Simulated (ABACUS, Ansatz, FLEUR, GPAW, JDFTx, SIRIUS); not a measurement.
# HfO2: 6 runs at one level of theory

```
CELL_PARAMETERS angstrom
0.00000 2.55750 2.55750
2.55750 0.00000 2.55750
2.55750 2.55750 0.00000
ATOMIC_POSITIONS crystal
Hf 0.00903 0.00078 0.98476
O 0.74644 0.74874 0.75724
O 0.25109 0.24009 0.25004
```

Atoms were shifted at random by some hundredths of an Å from the given cell, which wasn't relaxed again for these runs.

Alike in all runs: task single point; functional PBEsol; k mesh 9 × 9 × 9; occupations fermi-dirac, width 0.05 eV; no spin polarisation; no spin-orbit coupling. Pressure is positive in compression and, in plane waves, holds the error of the finite cutoff.

| program and potentials | plane-wave cutoff (eV) | notes | pressure (GPa) | largest force (eV/Å) | energy over the undisturbed cell (meV/atom) |
| --- | --- | --- | --- | --- | --- |
| FLEUR, all-electron, FLAPW | - | - | - | ? | - |
| ABACUS, PseudoDojo NC SR 0.4.1 PBEsol standard, plane waves | 1143 | - | -12.81 | 0.387 | 4.06 |
| Ansatz, all-electron LAPW, scalar-relativistic | - | - | -9.78 | 0.403 | - |
| GPAW, PAW data sets generated for this functional | 800 | - | -9.92 | 0.424 | - |
| JDFTx, PseudoDojo-SR-PBEsol-0.4.1-standard with smoothed tails | 1143 | - | -12.75 | 0.387 | 4.06 |
| SIRIUS, PseudoDojo 0.4.1 PBEsol standard (scalar relativistic) | 1152 | - | -12.77 | 0.387 | - |

Question: Estimate from the other rows what the run with FLEUR, all-electron, FLAPW gave.

Answer: Largest force 0.402 eV/Å. The other rows, which needn't bracket it: pressure -12.81 to -9.78; largest force 0.387 to 0.424; energy over the undisturbed cell 4.06.
